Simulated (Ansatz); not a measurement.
Runs of Ansatz 0.2.0 on InGaAs2. It takes space group P-4m2 (No. 115, tetragonal). Conventional cell: a = 4.225 Å, b = 4.225 Å, c = 5.962 Å, α = 90.00°, β = 90.00°, γ = 90.00°. Around In (site symmetry -4m2) lie 4 As at 2.65 Å. As (site symmetry 2mm) is surrounded by 2 Ga at 2.52 Å and 2 In at 2.65 Å. Ga (site symmetry -4m2) is surrounded by 4 As at 2.52 Å. The cell comes from a database or a generator and needn't be the stable form of this composition.

```tsv
level	cutoff (eV)	mesh quality	gap on the mesh (eV)	pressure (GPa)	largest force (eV/Å)
PBEsol	420	coarse	none	-2.4	0.07
LDA	420	coarse	none	-4.0	0.05
HSE06	420	not flagged	(b)	-2.2	0.03
PBE0	420	not flagged	(c)	-2.4	0.03
r2SCAN0	500	not flagged	1.22	(a)	0.03
r2SCAN	500	coarse	none	-2.2	0.09
```

Alike in all rows: task projected density of states; potentials or basis Ansatz PAW; no spin polarisation; cell as given; k mesh 4 × 4 × 3; smearing fermi-dirac 0.05 eV.

Fill in the values left out.

(a) -3.7; (b) 0.40; (c) 0.99.

Caveats: some runs use coarse meshes; the PAW data sets come from PBE, with cores solved anew for the run's functional, which leaves a small shift of forces and pressure; the density of states is complete only up to the lowest level of the last band computed; odd divisions of the mesh miss points on the zone boundary, where band edges often lie, so the gap on the mesh can be too wide (some runs); spin-orbit coupling is left out, which moves the levels of the heavy elements (some runs); the thresholds are loose for stress (some runs).

A k mesh can miss the band edges, and the runs leave out spin-orbit coupling on As, Ga, In.

A gap of «none» marks a metal or a gap under the smearing width.
